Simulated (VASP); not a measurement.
# SiC (Moissanite) (P6_3mc) in VASP: notebook, part 2 of 2

VASP 6.6.1. The steps go on from the part before.

### Step 5. Single point, PBE

INCAR reads:

```
ALGO = Fast
EDIFF = 1E-7
ENCUT = 450
GGA = PE
ISIF = 2
ISMEAR = 0
LASPH = T
LCHARG = F
LREAL = F
LWAVE = F
NELM = 60
PREC = Accurate
SIGMA = 0.02
```

KPOINTS reads:

```
k-points
0
Gamma
  4 4 2
```

POSCAR reads:

```
SiC
1.0
    3.0760000000      0.0000000000      0.0000000000
   -1.5380000000      2.6638941420      0.0000000000
    0.0000000000      0.0000000000      5.0480000000
Si C
2 2
Direct
    0.6666666667      0.3333333333      0.5000000000
    0.3333333333      0.6666666667      0.0000000000
    0.6666666667      0.3333333333      0.8850000000
    0.3333333333      0.6666666667      0.3850000000
```

Potentials or basis: VASP PAW PBE potentials, release 64 (Si_GW, C_GW).

Command:

```bash
cat potpaw_PBE.64/Si_GW/POTCAR potpaw_PBE.64/C_GW/POTCAR > POTCAR
mpirun -np 1 vasp_std > vasp.out
```

OUTCAR:

```text
EDIFF = 1E-7
   ENCUT = 450
   GGA = PE
   ISIF = 2
   ISMEAR = 0
   LASPH = T
   LREAL = F
   NELM = 60
   PREC = Accurate

 ion  position               nearest neighbor table
   1  0.667  0.333  0.500-   4 1.87   4 1.87   4 1.87   3 1.94   2 3.09   2 3.09   2 3.09   2 3.09
                             2 3.09   2 3.09
   2  0.333  0.667  0.000-   3 1.87   3 1.87   3 1.87   4 1.94   1 3.09   1 3.09   1 3.09   1 3.09
                             1 3.09   1 3.09
   3  0.667  0.333  0.885-   2 1.87   2 1.87   2 1.87   1 1.94
   4  0.333  0.667  0.385-   1 1.87   1 1.87   1 1.87   2 1.94

  LATTYP: Found a hexagonal cell.
 ALAT       =     3.0760000000
 C/A-ratio  =     1.6410923277

  Lattice vectors:

 A1 = (   3.0760000000,   0.0000000000,   0.0000000000)
 A2 = (  -1.5380000000,   2.6638941420,   0.0000000000)
 A3 = (   0.0000000000,   0.0000000000,   5.0480000000)

Analysis of symmetry for initial positions (statically):
=====================================================================
 Subroutine PRICEL returns:
 Original cell was already a primitive cell.
[... 177 lines left out ...]
      7       7.8279      2.00000
      8       8.0996      2.00000
      9      12.7007      0.00000
     10      14.1131      0.00000
     11      14.5762      0.00000
     12      14.5780      0.00000
[... 91 lines left out ...]
 k-point     8 :       0.2500    0.2500    0.5000
  band No.  band energies     occupation
      1      -3.6551      2.00000
      2      -3.6551      2.00000
      3       0.7744      2.00000
      4       0.7744      2.00000
      5       3.2513      2.00000
      6       3.2513      2.00000
      7       6.0113      2.00000
      8       6.0113      2.00000
      9      12.7345      0.00000
     10      12.7345      0.00000
     11      14.8139      0.00000
     12      14.8139      0.00000

------------------------ aborting loop because EDIFF is reached ----------------------------------------

  FORCE on cell =-STRESS in cart. coord.  units (eV):
  Direction    XX          YY          ZZ          XY          YZ          ZX
  --------------------------------------------------------------------------------------
  -------------------------------------------------------------------------------------
  Total        1.2359114      1.2359114     -0.1132398      0.0000000      0.0000000     -0.0000000
  in kB       47.8713050     47.8713050     -4.3861851      0.0000000      0.0000000     -0.0000000
  external PRESSURE =      30.4521417 kB  Pullay stress =       0.0000000 kB

 VOLUME and BASIS-vectors are now :
 -----------------------------------------------------------------------------
  energy-cutoff  :      450.00
  volume of cell :       41.36
      direct lattice vectors                 reciprocal lattice vectors
     3.076000000  0.000000000  0.000000000     0.325097529  0.187695146  0.000000000
    -1.538000000  2.663894142  0.000000000     0.000000000  0.375390292  0.000000000
     0.000000000  0.000000000  5.048000000     0.000000000  0.000000000  0.198098257

 POSITION                                       TOTAL-FORCE (eV/Angst)
 -----------------------------------------------------------------------------------
      1.53800      0.88796      2.52400         0.000000      0.000000      0.687206
     -0.00000      1.77593      0.00000        -0.000000     -0.000000      0.687206
      1.53800      0.88796      4.46748         0.000000      0.000000     -0.687206
     -0.00000      1.77593      1.94348        -0.000000      0.000000     -0.687206
 -----------------------------------------------------------------------------------
    total drift:                               -0.000000      0.000000     -0.000168

  FREE ENERGIE OF THE ION-ELECTRON SYSTEM (eV)
  ---------------------------------------------------
  free  energy   TOTEN  =       -29.9245818520 eV

  energy  without entropy=      -29.9245818520  energy(sigma->0) =      -29.92458185
```

OSZICAR:

```text
N       E                     dE             d eps       ncg     rms          rms(c)
DAV:   1     0.367748747110E+02    0.36775E+02   -0.69700E+03   228   0.111E+03
DAV:   2    -0.301736459017E+02   -0.66949E+02   -0.58041E+02   332   0.221E+02
DAV:   3    -0.336225623641E+02   -0.34489E+01   -0.34125E+01   264   0.477E+01
DAV:   4    -0.337744498039E+02   -0.15189E+00   -0.15168E+00   304   0.123E+01
DAV:   5    -0.337770609413E+02   -0.26111E-02   -0.26087E-02   260   0.158E+00    0.100E+01
RMM:   6    -0.299228429565E+02    0.38542E+01   -0.92428E+00   259   0.247E+01    0.346E+00
RMM:   7    -0.299604154588E+02   -0.37573E-01   -0.44168E+00   304   0.141E+01    0.184E+00
RMM:   8    -0.299359938740E+02    0.24422E-01   -0.36323E-01   281   0.528E+00    0.682E-01
RMM:   9    -0.299291235777E+02    0.68703E-02   -0.41641E-02   287   0.218E+00    0.410E-01
RMM:  10    -0.299238592615E+02    0.52643E-02   -0.42575E-02   307   0.189E+00    0.751E-02
RMM:  11    -0.299251555732E+02   -0.12963E-02   -0.10410E-02   322   0.860E-01    0.123E-01
RMM:  12    -0.299247283327E+02    0.42724E-03   -0.13887E-03   305   0.386E-01    0.713E-02
RMM:  13    -0.299245610262E+02    0.16731E-03   -0.92719E-04   294   0.306E-01    0.554E-03
RMM:  14    -0.299245796524E+02   -0.18626E-04   -0.18132E-04   319   0.141E-01    0.485E-03
RMM:  15    -0.299245817366E+02   -0.20842E-05   -0.32117E-05   311   0.621E-02    0.351E-03
RMM:  16    -0.299245816267E+02    0.10988E-06   -0.71041E-06   289   0.349E-02    0.878E-04
RMM:  17    -0.299245818049E+02   -0.17816E-06   -0.18900E-06   246   0.190E-02    0.278E-04
RMM:  18    -0.299245818520E+02   -0.47082E-07   -0.58767E-07   198   0.134E-02
   1 F= -.29924582E+02 E0= -.29924582E+02  d E =-.125091E-16
```

stdout:

```text
POSCAR found type information on POSCAR SiC
 POSCAR found :  2 types and       4 ions
 scaLAPACK will be used
 LDA part: xc-table for (Slater+PW92), standard interpolation
 POSCAR, INCAR and KPOINTS ok, starting setup
 FFT: planning ... GRIDC
 FFT: planning ... GRID_SOFT
 FFT: planning ... GRID
 WAVECAR not read
 entering main loop
```

It took 9.3 s on 1 thread of Intel Xeon Platinum 8259CL at 2.50GHz (Skylake/Cascade Lake), shared host; peak memory 0.14 GiB.

Results:

| Item | Value |
| --- | --- |
| Free energy | -29.9246 eV |
| Largest force | 0.687 eV/Å |
| Band gap on the k mesh | 2.56 eV, indirect (least direct gap 4.05 eV) |

Forces in eV/Å, atoms in the order of the input:
```
Si   0.000  0.000  0.687
Si   0.000  0.000  0.687
C    0.000  0.000 -0.687
C    0.000  0.000 -0.687
```

Levels at points of the mesh, in eV from the valence-band top:
| k point | band 4 | band 5 | band 6 | band 7 | band 8 | band 9 | band 10 | band 11 | band 12 |
| --- | --- | --- | --- | --- | --- | --- | --- | --- | --- |
| (0.00, 0.00, 0.00) | -1.56 | -1.56 | -0.27 | -0.27 | 0.00 | 4.60 | 6.01 | 6.48 | 6.48 |
| (0.50, 0.00, 0.00) | -6.56 | -5.45 | -3.55 | -3.27 | -1.49 | 2.56 | 4.18 | 6.73 | 7.18 |
| (0.00, 0.00, 0.50) | -4.47 | -0.97 | -0.97 | -0.97 | -0.97 | 5.69 | 5.69 | 7.14 | 7.14 |
| (0.50, 0.00, 0.50) | -8.47 | -2.69 | -2.69 | -2.35 | -2.35 | 3.14 | 3.14 | 4.97 | 4.97 |

Caveat: the k mesh is coarse (spacing up to 0.62 Å⁻¹), so the values aren't converged; the cutoff is under 1.25 times the usual one of these potentials, so pressure, stress and relaxed cells hold a basis-set (Pulay) error.

### Step 6. The reference run

An earlier run on the cell as given: functional PBEsol; potentials or basis VASP PAW PBE potentials, release 64 (Si, C); cutoff 520 eV; k mesh 10 × 10 × 5; occupations fermi-dirac, width 0.05 eV; no spin polarisation.

* Pressure: 0.6 GPa
* Largest force: 0.751 eV/Å
* Band gap on the k mesh: 2.32 eV, indirect (least direct gap 3.96 eV)

### Step 7. Summary

```csv
level,potentials or basis,k mesh,cutoff (eV),smearing,ladder,mesh quality,gap on the mesh (eV),pressure (GPa),largest force (eV/Å)
PBE,"VASP PAW PBE potentials, release 64 (Si_GW, C_GW)",5 × 5 × 3,500,gaussian 0.02 eV,-,coarse,2.80,3.6,0.74
PBE,"VASP PAW PBE potentials, release 64 (Si_GW, C_GW)",5 × 5 × 3,450,gaussian 0.02 eV,-,coarse,2.80,-,0.74
PBE,"VASP PAW PBE potentials, release 64 (Si_GW, C_GW)",4 × 4 × 2,500,gaussian 0.02 eV,-,coarse,2.57,3.8,0.69
PBE,"VASP PAW PBE potentials, release 64 (Si_GW, C_GW)",4 × 4 × 2,450,gaussian 0.02 eV,-,coarse,2.56,-,0.69
PBEsol,"VASP PAW PBE potentials, release 64 (Si, C)",10 × 10 × 5,520,fermi-dirac 0.05 eV,free,not flagged,2.32,0.6,0.75
```

Alike in all rows: task single point; no spin polarisation; cell as given.

Caveats: some runs use coarse meshes; the cutoff is under 1.25 times the usual one of these potentials, so pressure, stress and relaxed cells hold a basis-set (Pulay) error (some runs); an odd mesh through Γ misses points on the zone boundary, where band edges often lie (some runs); the PAW data sets were made with another functional, which shifts forces and pressure a little (some runs).

Total energies depend on the potentials used, so only differences within one code and one set of settings carry meaning.
